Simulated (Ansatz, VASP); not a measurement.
# CuAu in VASP and in Ansatz

```
Au Cu
1.0
     2.81075    0.00000    0.00000
     0.00000    2.81075    0.00000
     0.00000    0.00000    3.68500
Au Cu
1 1
Direct
  0.00000 0.00000 0.00000
  0.50000 0.50000 0.50000
```

Alike in both runs: task single point; functional RPBE; k mesh 9 × 9 × 7; occupations gaussian, width 0.05 eV; no spin polarisation.

|  | VASP | Ansatz |
| --- | --- | --- |
| version | VASP 6.6.1 | Ansatz 0.2.0 |
| potentials or method | VASP PAW PBE potentials, release 64 (Au, Cu), cutoff 520 eV | all-electron LAPW, scalar-relativistic |

Ansatz gave:

| Item | Value |
| --- | --- |
| gap on the k mesh at the Fermi level (eV) | none |
| pressure (GPa) | 8.9 |
| largest component of the traceless stress (GPa) | 0.47 |

Question: Which values does VASP return?

Answer: gap on the k mesh at the Fermi level (eV): none; pressure (GPa): 8.8; largest component of the traceless stress (GPa): 0.43.

A gap of «none» marks a metal or a gap that the smearing closes. Ansatz ran all-electron here, so the differences hold the error of VASP's frozen core and of both bases.

Caveats: the PAW data sets were made with another functional, which shifts forces and pressure a little (VASP). Spin-orbit coupling is left out, which matters for the levels of Au.
